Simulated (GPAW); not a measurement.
Here is a GPAW 26.7.0 calculation.

File run.py:

```python
from ase import Atoms
from ase.dft.bandgap import bandgap
from ase.io import write
from ase.units import Bohr, GPa
from gpaw import GPAW, PW, setup_paths
from gpaw.elf import elf_from_dft_calculation

setup_paths.insert(0, '.')

atoms = Atoms(['Ta'],
              cell=[[-1.65128, 1.65128, 1.65128],
                    [1.65128, -1.65128, 1.65128],
                    [1.65128, 1.65128, -1.65128]],
              scaled_positions=[[0.0, 0.0, 0.0]],
              pbc=True)

calc = GPAW(mode=PW(600),
            xc='PBEsol',
            kpts={'size': (11, 11, 11), 'gamma': True},
            occupations={'name': 'fermi-dirac', 'width': 0.05},
            nbands=15,
            convergence={'density': 1e-05, 'energy': 1e-05},
            maxiter=150,
            txt='gpaw.txt')
atoms.calc = calc
energy = atoms.get_potential_energy()
forces = atoms.get_forces()
stress = atoms.get_stress()
calc.write('gs.gpw')
write('result.traj', atoms)
print(f'Energy: {energy:.6f} eV')
print('Forces (eV/A):')
print(forces.round(4))
print('Stress (GPa):', (stress / GPa).round(3))
print('Fermi level:', round(calc.get_fermi_level(), 4), 'eV')
print(f'Gap: {bandgap(calc)[0]:.4f} eV, direct: {bandgap(calc, direct=True)[0]:.4f} eV')

# fields on the real-space grid
write('density.cube', atoms, data=calc.get_pseudo_density() * Bohr**3)
write('potential.cube', atoms, data=calc.get_electrostatic_potential())
write('elf.cube', atoms, data=elf_from_dft_calculation(calc).data)
```

Potentials or basis: PAW data sets generated in the run's folder for this functional, pw.

The run is started by

```console
$ gpaw-setup -f PBEsol Ta
$ OMP_NUM_THREADS=1 python run.py
```

(1) What does it give for the pressure?

(2) Predict the band gap on the k mesh.

## Answers

(1) -4.0 GPa.

(2) none (metal or under the smearing width).
